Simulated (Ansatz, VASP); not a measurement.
## HfN: VASP beside Ansatz

```xyz
4
Lattice="3.1339 0.0000 0.0000 -1.5670 2.7140 0.0000 0.0000 0.0000 5.4168" Properties=species:S:1:pos:R:3 pbc="T T T"
Hf    1.5670    0.9047    4.0626
Hf    0.0000    1.8094    1.3542
N     0.0000    0.0000    0.0000
N     0.0000    0.0000    2.7084
```

The cell comes from a database or a generator and needn't be the stable form of this composition.

Alike in both runs: task single point; functional r2SCAN; k mesh 5 × 5 × 3; occupations fermi-dirac, width 0.1 eV; no spin polarisation.

|  | VASP | Ansatz |
| --- | --- | --- |
| version | VASP 6.6.1 | Ansatz 0.2.0 |
| potentials or method | VASP PAW PBE potentials, release 64 (Hf_pv, N) | plane waves, PAW |
| plane-wave cutoff (eV) | 520 | 500 |
| valence electrons in the cell | 30 | 62 |

```csv
,VASP,Ansatz,Ansatz less VASP
pressure (GPa),-0.6,2.0,+2.59
largest component of the traceless stress (GPa),0.21,0.31,+0.095
```

The functional is the same, so the differences come from potentials, cutoffs and numerics. The two sets of potentials don't hold the same shells in valence.

Caveats: the k mesh is coarse (spacing up to 0.46 Å⁻¹), so the values aren't converged; the PAW data sets were made with another functional, which shifts forces and pressure a little (VASP). The runs have no spin-orbit coupling, so splittings on Hf are missing.
